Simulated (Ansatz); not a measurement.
Take PbF₂ in the fluorite structure (space group Fm-3m, No. 225; a = 5.899 Å) as the base. Axes: x, y, z lie along the cube axes.

All numbers come from PBEsol (Ansatz, a program for electronic structure; PAW; 420 eV plane waves; no spin-orbit coupling).

It is then changed as follows: every lattice vector is shortened by 3.00 %, atoms relaxed at fixed cell.

Q: Predict the stress tensor and what it implies for the stiffness.

A: Stress of the strained cell less that of the base (GPa, compression positive):
```
   8.69    0.00    0.00
   0.00    8.69    0.00
   0.00    0.00    8.69
```

Then B = −ΔP/(ΔV/V₀) with ΔV/V₀ = -0.0873 gives secant stiffness values (nonlinear terms included at this strain): B ≈ 100 GPa.

As a check, the harmonic strain energy −½ V₀ Δσ:ε is 42 meV/atom; the computed energy rise is 37 meV/atom.

Whether these cells are dynamically stable was not tested.
